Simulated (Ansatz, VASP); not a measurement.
**One calculation of GaAs, two programs**

```xyz
2
Lattice="0.0000 2.7089 2.7089 2.7089 0.0000 2.7089 2.7089 2.7089 0.0000" Properties=species:S:1:pos:R:3 pbc="T T T"
Ga    0.0000    0.0000    0.0000
As    1.3545    1.3545    1.3545
```

Alike in both runs: task single point; functional PBE; k mesh 6 × 6 × 6; no spin polarisation.

|  | VASP | Ansatz |
| --- | --- | --- |
| version | VASP 6.6.1 | Ansatz 0.2.0 |
| potentials or method | VASP PAW PBE potentials, release 64 (Ga_d, As) | plane waves, PAW |
| plane-wave cutoff (eV) | 520 | 500 |
| occupations | gaussian, width 0.01 eV | fixed |
| valence electrons in the cell | 18 | 28 |

Ansatz gave:

```
pressure (GPa) : 16.2
```

**Question.** What did VASP give for the same quantities?

**Answer.** Pressure (GPa): 16.5.

The two sets of potentials don't hold the same shells in valence.

Caveats: so large a pressure means that the cell lies far from this level's equilibrium, or that cutoff or potentials fall short (VASP). A k mesh can miss the band edges.
